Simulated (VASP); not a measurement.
# VASP 6.6.1 run: CsBr

INCAR

```
ENCUT = 520
NSW = 0
SIGMA = 0.1
LWAVE = .FALSE.
GGA = RP
NELM = 77
IBRION = -1
LASPH = .TRUE.
PREC = Accurate
LREAL = .FALSE.
ISMEAR = 1
ISIF = 2
EDIFF = 1E-7
NBANDS = 15
LCHARG = .FALSE.
```

KPOINTS

```
KPOINTS created by Atomic Simulation Environment
0
Gamma
6 6 6
0 0 0
```

POSCAR

```
Cs Br
 1.0000000000000000
     4.5478731989999996    0.0000000000000000    0.0000000000000000
     0.0000000000000000    4.5478731989999996    0.0000000000000000
     0.0000000000000000    0.0000000000000000    4.5478731989999996
 Cs  Br
   1   1
Cartesian
  0.0000000000000000  0.0000000000000000  0.0000000000000000
  2.2739365995000003  2.2739365995000003  2.2739365995000003
```

The recommended PBE PAW datasets give the neutral cell 16 valence electrons.

Command

```
mpirun -np 1 vasp_std
```

OSZICAR

```
N       E                     dE             d eps       ncg     rms          rms(c)
DAV:   1     0.937305629650E+02    0.93731E+02   -0.61713E+03   600   0.871E+02
DAV:   2     0.202117018669E+01   -0.91709E+02   -0.85256E+02   863   0.147E+02
DAV:   3    -0.587982593997E+01   -0.79010E+01   -0.78745E+01   817   0.488E+01
DAV:   4    -0.595915617836E+01   -0.79330E-01   -0.79311E-01   684   0.592E+00
DAV:   5    -0.595963488078E+01   -0.47870E-03   -0.47869E-03   831   0.475E-01    0.201E+00
DAV:   6    -0.568112857799E+01    0.27851E+00   -0.28370E-01   747   0.252E+00    0.123E+00
DAV:   7    -0.564121306365E+01    0.39916E-01   -0.18016E-01   754   0.205E+00    0.725E-01
DAV:   8    -0.565284681684E+01   -0.11634E-01   -0.25830E-02   670   0.105E+00    0.181E-01
DAV:   9    -0.565291698209E+01   -0.70165E-04   -0.18170E-03   747   0.232E-01    0.106E-01
DAV:  10    -0.565344439796E+01   -0.52742E-03   -0.88568E-04   621   0.222E-01    0.312E-02
DAV:  11    -0.565344583672E+01   -0.14388E-05   -0.32862E-05   761   0.337E-02    0.122E-02
DAV:  12    -0.565345243554E+01   -0.65988E-05   -0.16819E-05   614   0.320E-02    0.198E-03
DAV:  13    -0.565345259175E+01   -0.15621E-06   -0.17892E-07   747   0.319E-03    0.204E-03
DAV:  14    -0.565345295552E+01   -0.36377E-06   -0.35407E-07   628   0.470E-03    0.859E-04
DAV:  15    -0.565345286021E+01    0.95315E-07   -0.24930E-08   440   0.956E-04
   1 F= -.56534529E+01 E0= -.56548909E+01  d E =0.431404E-02
```

From OUTCAR

```
k-points           NKPTS =     20   k-points in BZ     NKDIM =     20   number of bands    NBANDS=     15

   NELECT =      16.0000    total number of electrons

   dimension x,y,z NGX =    36 NGY =   36 NGZ =   36
   dimension x,y,z NGXF=    72 NGYF=   72 NGZF=   72

  energy-cutoff  :      520.00
  volume of cell :       94.06
      direct lattice vectors                 reciprocal lattice vectors
     4.547873199  0.000000000  0.000000000     0.219882999  0.000000000  0.000000000
     0.000000000  4.547873199  0.000000000     0.000000000  0.219882999  0.000000000
     0.000000000  0.000000000  4.547873199     0.000000000  0.000000000  0.219882999

 k-points in reciprocal lattice and weights: KPOINTS created by Atomic Simulation Env
   0.00000000  0.00000000  0.00000000       0.005
   0.16666667  0.00000000  0.00000000       0.028
   0.33333333  0.00000000  0.00000000       0.028
   0.50000000  0.00000000  0.00000000       0.014
   0.16666667  0.16666667  0.00000000       0.056
   0.33333333  0.16666667  0.00000000       0.111
   0.50000000  0.16666667  0.00000000       0.056
   0.33333333  0.33333333  0.00000000       0.056
   ...

 E-fermi :  -0.8953

 k-point     1 :       0.0000    0.0000    0.0000
  band No.  band energies     occupation
      1     -21.0820      2.00000
      2     -13.0676      2.00000
      3      -7.7510      2.00000
      4      -7.7510      2.00000
      5      -7.7510      2.00000
      6      -0.9594      1.87522
      7      -0.9594      1.87522
      8      -0.9594      1.87522
      9       3.2808      0.00000
     10       4.2799      0.00000
     11       4.2799      0.00000
     12       7.6405      0.00000
     13       7.6405      0.00000
     14       7.6405      0.00000
     15      10.5663      0.00000

 k-point     2 :       0.1667    0.0000    0.0000
  band No.  band energies     occupation
      1     -21.0762      2.00000
      2     -13.0658      2.00000
      3      -7.8169      2.00000
      4      -7.7387      2.00000
      5      -7.7387      2.00000
      6      -1.2349      2.00002
      7      -0.9821      2.01076
      8      -0.9821      2.01076
      9       3.7959      0.00000
     10       4.4243      0.00000
     11       4.7275      0.00000
     12       7.5163      0.00000
     13       7.5163      0.00000
     14       7.7457      0.00000
     15       9.5076      0.00000

 k-point     3 :       0.3333    0.0000    0.0000
  band No.  band energies     occupation
      1     -21.0645      2.00000
      2     -13.0626      2.00000
      3      -7.9417      2.00000
      4      -7.7140      2.00000
      5      -7.7140      2.00000
      6      -1.6855      2.00000
      7      -1.0288      2.06771
      8      -1.0288      2.06771
      9       4.7938      0.00000
     10       4.9319      0.00000
     11       5.7096      0.00000
     12       7.3660      0.00000
     13       7.3660      0.00000
     14       7.9928      0.00000
     15       8.1752      0.00000

 ...

  Total        0.1103319      0.1103319      0.1103319     -0.0000000     -0.0000000      0.0000000
  in kB        1.8792589      1.8792589      1.8792589     -0.0000000     -0.0000000      0.0000000
  external PRESSURE =       1.8792589 kB  Pullay stress =       0.0000000 kB

 POSITION                                       TOTAL-FORCE (eV/Angst)
 -----------------------------------------------------------------------------------
      0.00000      0.00000      0.00000         0.000000      0.000000      0.000000
      2.27394      2.27394      2.27394         0.000000      0.000000      0.000000
 -----------------------------------------------------------------------------------
    total drift:                                0.000000      0.000000      0.000000

  FREE ENERGIE OF THE ION-ELECTRON SYSTEM (eV)
  ---------------------------------------------------
  free  energy   TOTEN  =        -5.6534528602 eV

  energy  without entropy=       -5.6577668983  energy(sigma->0) =       -5.65489087
```

It converged. Results: gap between bands v and c on the k mesh 4.20 eV; least direct gap on the k mesh 4.24 eV; pressure 0.2 GPa. Band v is the last that the valence electrons fill when counted band by band, and c is the next.

For comparison, a separate PBE run of the intended cell, on usual settings and not on those above, gives a gap of 3.89 eV on its mesh and a pressure of -1.0 GPa.

The run above took about 29 s on one core of a shared host (Intel Xeon Platinum 8488C) and held 0.22 GiB at most.
